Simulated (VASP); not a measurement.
# SiGe (R-3m) in VASP: further runs

The runs below take SiGe through single point, relaxation of cell and atoms, with PBEsol.

All numbers are computed with VASP 6.6.1; they aren't measurements. Logs are shortened: lines on timing, memory, paths and dates and some standing lists are left out, and cuts for length are marked.

## 1. Starting point

Symmetry: R-3m, No. 166, trigonal system. The conventional cell has a = 3.921 Å, b = 3.921 Å, c = 19.207 Å, α = 90.00°, β = 90.00°, γ = 120.00°. Around Ge (site symmetry 3m) lie 1 Si at 2.40 Å and 3 Ge at 2.40 Å. Si (site symmetry 3m) is surrounded by 1 Ge at 2.40 Å and 3 Si at 2.40 Å.

The cell comes from a database or a generator and needn't be the stable form of this composition.

## 2. Single point, PBEsol

Contents of INCAR:

```
PREC = Accurate ; ENCUT = 520
EDIFF = 1E-7 ; ISMEAR = 0
SIGMA = 0.02 ; LREAL = False
LASPH = True ; NELM = 100
ALGO = Normal ; ISIF = 2
LWAVE = False ; LCHARG = False
GGA = PS ; NBANDS = 26
```

Contents of KPOINTS:

```
regular mesh
0
Gamma
  12 12 12
```

Contents of POSCAR:

```
SiGe
1.0
    0.0000000000      2.7722500000      2.7722500000
    2.7722500000      0.0000000000      2.7722500000
    5.5445000000      5.5445000000      0.0000000000
Ge Si
2 2
Direct
    0.0000000000      0.0000000000      0.0000000000
    0.2500000000      0.2500000000      0.1250000000
    0.0000000000      0.0000000000      0.5000000000
    0.2500000000      0.2500000000      0.6250000000
```

Potentials or basis: VASP PAW PBE potentials, release 64 (Ge_d, Si).

Launch:

```bash
$ cat potpaw_PBE.64/Ge_d/POTCAR potpaw_PBE.64/Si/POTCAR > POTCAR
$ mpirun -np 1 vasp_std > vasp.out
```

OUTCAR:

```text
PREC = Accurate
   ENCUT = 520
   EDIFF = 1E-7
   ISMEAR = 0
   LREAL = False
   LASPH = True
   NELM = 100
   ISIF = 2
   GGA = PS

 ion  position               nearest neighbor table
   1  0.000  0.000  0.000-   2 2.40   4 2.40   2 2.40   2 2.40
   2  0.250  0.250  0.125-   1 2.40   1 2.40   1 2.40   3 2.40
   3  0.000  0.000  0.500-   2 2.40   4 2.40   4 2.40   4 2.40
   4  0.250  0.250  0.625-   3 2.40   3 2.40   1 2.40   3 2.40

  LATTYP: Found a trigonal (rhomboedric) cell.
 ALAT       =     6.7905979394
 COS(alpha) =     0.8333333333

  Lattice vectors:

 A1 = (   5.5445000000,   2.7722500000,  -2.7722500000)
 A2 = (   2.7722500000,   2.7722500000,  -5.5445000000)
 A3 = (   2.7722500000,   5.5445000000,  -2.7722500000)

Analysis of symmetry for initial positions (statically):
=====================================================================
 Subroutine PRICEL returns:
 Original cell was already a primitive cell.

 Routine SETGRP: Setting up the symmetry group for a
 trigonal (rhombohedral) supercell.

 Subroutine GETGRP returns: Found 12 space group operations
 (whereof  6 operations were pure point group operations)
 out of a pool of 12 trial point group operations.

The static configuration has the point symmetry C_3v.
 The point group associated with its full space group is D_3d.

Analysis of symmetry for dynamics (positions and initial velocities):
=====================================================================
 Subroutine PRICEL returns:
 Original cell was already a primitive cell.

 Routine SETGRP: Setting up the symmetry group for a
 trigonal (rhombohedral) supercell.

 Subroutine GETGRP returns: Found 12 space group operations
 (whereof  6 operations were pure point group operations)
 out of a pool of 12 trial point group operations.

The dynamic configuration has the point symmetry C_3v.
 The point group associated with its full space group is D_3d.

 Subroutine INISYM returns: Found 12 space group operations
 (whereof  6 operations are pure point group operations),
 and found     1 'primitive' translations

----------------------------------------------------------------------------------------

                                     Primitive cell

  volume of cell :      85.2231

[... 91 lines left out ...]
   NELM   =    100;   NELMIN=  2; NELMDL= -5     # of ELM steps
   EDIFF  = 0.1E-06   stopping-criterion for ELM
   LREAL  =      F    real-space projection
   EDIFFG = 0.1E-05   stopping-criterion for IOM
   NSW    =      0    number of steps for IOM
   IBRION =     -1    ionic relax: 0-MD 1-quasi-New 2-CG
   NFREE  =      0    steps in history (QN), initial steepest desc. (CG)
   ISIF   =      2    stress and relaxation
   ISYM   =      2    0-nonsym 1-usesym 2-fastsym
   POTIM  = 0.5000    time-step for ionic-motion
   TEBEG  =    0.0;   TEEND  =   0.0 temperature during run
   PSTRESS=    0.0 pullay stress
   NELECT =      36.0000    total number of electrons
   NUPDOWN=      -1.0000    fix difference up-down
   EMIN   =  10.00;   EMAX   =-10.00  energy-range for DOS
   EFERMI =   0.00;   METHOD = LEGACY
   ISMEAR =     0;   SIGMA  =   0.02  broadening in eV -4-tet -1-fermi 0-gaus
   EFERMI_NEDOS =   21; number of points for ismear=-14 and -15
   IALGO  =     38    algorithm
   IMIX   =      4    mixing-type and parameters
     AMIX     =   0.40;   BMIX     =  1.00
     AMIX_MAG =   1.60;   BMIX_MAG =  1.00
  volume/ion in A,a.u.               =      21.31       143.78
  Fermi-wavevector in a.u.,A,eV,Ry     =   1.228353  2.321251 20.529173  1.508852
  Thomas-Fermi vector in A             =   2.363282
   LORBIT       =      0    0 simple, 1 ext, 2 COOP (PROOUT), +10 PAW based schemes
   GGA     = PS    functional components
   LHFCALC =     F    Hartree Fock is set to
   AEXX    =    0.0000 exact exchange contribution
   IVDW    =     0    specifies the selected vdW correction
   LEPSILON=     F    determine dielectric tensor
   LRPA    =     F    only Hartree local field effects (RPA)
 non-spin polarized calculation
 Gauss-broadening in eV      SIGMA  =   0.02
  energy-cutoff  :      520.00
  volume of cell :       85.22
 maximum number of plane-waves:      2322
 NGX is ok and might be reduce to    30
   NGX = 15   NGY = 15   NGZ = 29

 number of electron      35.9999993 magnetization

 Free energy of the ion-electron system (eV)
  ---------------------------------------------------
  ext. energy  EPLUGINS =         0.00000000
  ---------------------------------------------------
  free energy    TOTEN  =       -21.28794469 eV

  energy without entropy =      -21.28794469  energy(sigma->0) =      -21.28794469

 E-fermi :   5.4467     XC(G=0):  -9.8687

 val. band max:        5.3351416664   @ k =   0.0000   0.0000   0.0000
 cond. band min:       5.7750644252   @ k =   0.4167   0.4167   0.0000
 fundamental gap:      0.4399227589
 Fermi energy:         5.4467214952

 k-point     1 :       0.0000    0.0000    0.0000
  band No.  band energies     occupation
      1     -19.2722      2.00000
      2     -19.2722      2.00000
      3     -19.1889      2.00000
      4     -19.1889      2.00000
      5     -19.1186      2.00000
      6     -19.0963      2.00000
[... 685 lines left out ...]
     25      12.9374      0.00000
     26      13.3925      0.00000

 [... further k-points ...]

------------------------ aborting loop because EDIFF is reached ----------------------------------------

  FORCE on cell =-STRESS in cart. coord.  units (eV):
  Direction    XX          YY          ZZ          XY          YZ          ZX
  --------------------------------------------------------------------------------------
  -------------------------------------------------------------------------------------
  Total        0.0810701      0.0810701      0.0810701     -0.0395875      0.0395875      0.0395875
  in kB        1.5241022      1.5241022      1.5241022     -0.7442377      0.7442377      0.7442377
  external PRESSURE =       1.5241022 kB  Pullay stress =       0.0000000 kB

 VOLUME and BASIS-vectors are now :
 -----------------------------------------------------------------------------
  energy-cutoff  :      520.00
  volume of cell :       85.22
      direct lattice vectors                 reciprocal lattice vectors
     0.000000000  2.772250000  2.772250000    -0.180358914  0.180358914  0.180358914
     2.772250000  0.000000000  2.772250000     0.180358914 -0.180358914  0.180358914
     5.544500000  5.544500000  0.000000000     0.090179457  0.090179457 -0.090179457

 POSITION                                       TOTAL-FORCE (eV/Angst)
 -----------------------------------------------------------------------------------
      0.00000      0.00000      0.00000        -0.233019     -0.233019      0.233019
      1.38613      1.38613      1.38613         0.233019      0.233019     -0.233019
      2.77225      2.77225      0.00000         0.207484      0.207484     -0.207484
      4.15838      4.15838      1.38613        -0.207484     -0.207484      0.207484
 -----------------------------------------------------------------------------------
    total drift:                               -0.000000     -0.000000      0.000000

  FREE ENERGIE OF THE ION-ELECTRON SYSTEM (eV)
  ---------------------------------------------------
  free  energy   TOTEN  =       -21.2879446892 eV

  energy  without entropy=      -21.2879446892  energy(sigma->0) =      -21.28794469
```

Run time: 4.9 min. Hardware: 1 thread of Intel Xeon Platinum 8488C (Sapphire Rapids), shared host; peak memory 0.47 GiB.

What came out:

- Free energy: -21.2879 eV
- Pressure: 0.2 GPa
- Largest force: 0.404 eV/Å
- Band gap on the k mesh: 0.44 eV, indirect (least direct gap 0.50 eV)

Forces in eV/Å, atoms in the order of the input:
```
Ge  -0.233 -0.233  0.233
Ge   0.233  0.233 -0.233
Si   0.207  0.207 -0.207
Si  -0.207 -0.207  0.207
```

Stress tensor (GPa, compression positive):
```
 0.15 -0.07  0.07
-0.07  0.15  0.07
 0.07  0.07  0.15
```

Caveat: the PAW data sets were made with another functional, which shifts forces and pressure a little. A k mesh can miss the band edges.

## 3. Relaxation of cell and atoms, PBEsol

Contents of INCAR:

```
SYSTEM = SiGe
PREC = Accurate
ENCUT = 580
EDIFF = 1E-7
ISMEAR = 0
SIGMA = 0.02
LREAL = .FALSE.
LASPH = .TRUE.
NELM = 100
ALGO = Normal
ISIF = 3
LWAVE = .FALSE.
LCHARG = .FALSE.
GGA = PS
IBRION = 2
NSW = 90
EDIFFG = -0.005
```

Contents of KPOINTS:

```
regular mesh
0
G
  12 12 12
  0 0 0
```

POSCAR is that of step 2.

Potentials or basis: VASP PAW PBE potentials, release 64 (Ge, Si).

Launch:

```bash
$ cat potpaw_PBE.64/Ge/POTCAR potpaw_PBE.64/Si/POTCAR > POTCAR
$ mpirun -np 1 vasp_std > vasp.out
```

It took 6.9 min on 1 thread of Intel Xeon Platinum 8488C (Sapphire Rapids), shared host; peak memory 0.44 GiB.

It converged, with:

| Property | Result |
| --- | --- |
| Free energy | -21.2103 eV |
| Relaxed volume | 21.50 Å³/atom |
| Relaxed cell | a = 3.932 Å, b = 3.932 Å, c = 7.867 Å, α = 60.02°, β = 60.02°, γ = 60.00° |
| Space group after relaxing (to 0.05 Å) | R-3m (No. 166) |
| Energy gained by relaxing | 7.4 meV/atom |
| Ionic steps | 7 |
| Pressure after relaxing | 0.0 GPa |
| Largest force after relaxing | 0.004 eV/Å |
| Band gap on the k mesh | 0.32 eV, indirect (least direct gap 0.43 eV) |

Forces in eV/Å, atoms in the order of the input:
```
Ge   0.000  0.000  0.000
Ge   0.000  0.000  0.000
Si   0.002  0.002 -0.002
Si  -0.002 -0.002  0.002
```

Step by step:
```
step  energy change (eV)  largest force (eV/Å)  pressure (GPa)  volume (Å³)
   1              0.0000                0.4381            0.89        85.22
   2             -0.0250                0.1517           -0.60        86.69
   3             -0.0256                0.1067           -0.84        86.95
   4             -0.0295                0.0352            0.18        85.80
   5             -0.0297                0.0124            0.00        85.99
   6             -0.0297                0.0139           -0.01        86.01
   7             -0.0297                0.0043           -0.01        86.00
```

Final structure:
```yaml
crystal:
  lattice:
    - [0.00000, 2.78000, 2.78000]
    - [2.78000, 0.00000, 2.78000]
    - [5.56281, 5.56281, -0.00282]
  atoms:
    - { symbol: Ge, position: [0.00340, 0.00340, 0.99491] }
    - { symbol: Ge, position: [0.24660, 0.24660, 0.13009] }
    - { symbol: Si, position: [0.99674, 0.99674, 0.50489] }
    - { symbol: Si, position: [0.25326, 0.25326, 0.62011] }
```

Levels at points of the mesh, in eV from the valence-band top:
| k point | band 6 | band 7 | band 8 | band 9 | band 10 | band 11 |
| --- | --- | --- | --- | --- | --- | --- |
| (0.00, 0.00, 0.00) | -0.13 | 0.00 | 0.00 | 0.43 | 1.56 | 2.25 |
| (0.50, 0.00, 0.00) | -3.09 | -1.43 | -1.38 | 0.44 | 0.50 | 0.64 |
| (0.00, 0.00, 0.50) | -1.30 | -0.60 | -0.60 | 1.10 | 1.28 | 2.94 |
| (0.50, 0.00, 0.50) | -3.72 | -2.66 | -2.20 | 0.88 | 1.70 | 4.00 |

Caveat: the PAW data sets were made with another functional, which shifts forces and pressure a little.
